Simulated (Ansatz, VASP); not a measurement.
## PbF2: VASP beside Ansatz

```
Pb F
1.0
     0.00000    2.96044    2.96044
     2.96044    0.00000    2.96044
     2.96044    2.96044    0.00000
Pb F
1 2
Cartesian
  0.0000 0.0000 0.0000
  1.4802 1.4802 1.4802
  4.4407 4.4407 4.4407
```

Alike in both runs: task single point; functional PBE; k mesh 6 × 6 × 6; occupations gaussian, width 0.5 eV; no spin polarisation.

```csv
,VASP,Ansatz
version,VASP 6.6.1,Ansatz 0.2.0
potentials or method,"VASP PAW PBE potentials, release 64 (Pb_d, F)",plane waves
plane-wave cutoff (eV),520,420
valence electrons in the cell,28,28
```

Ansatz gave:

```
gap on the k mesh at the Fermi level (eV) : 4.44
pressure (GPa)                            : 2.9
```

Problem. Which values does VASP return?

Solution. gap on the k mesh at the Fermi level (eV): 4.44; pressure (GPa): 2.7.

Caveats: spin-orbit coupling is left out, which as a rule narrows the gap of such compounds by several tenths of an eV. A k mesh can miss the band edges. A hybrid or GW would open this gap; PBE tends to underestimate it.
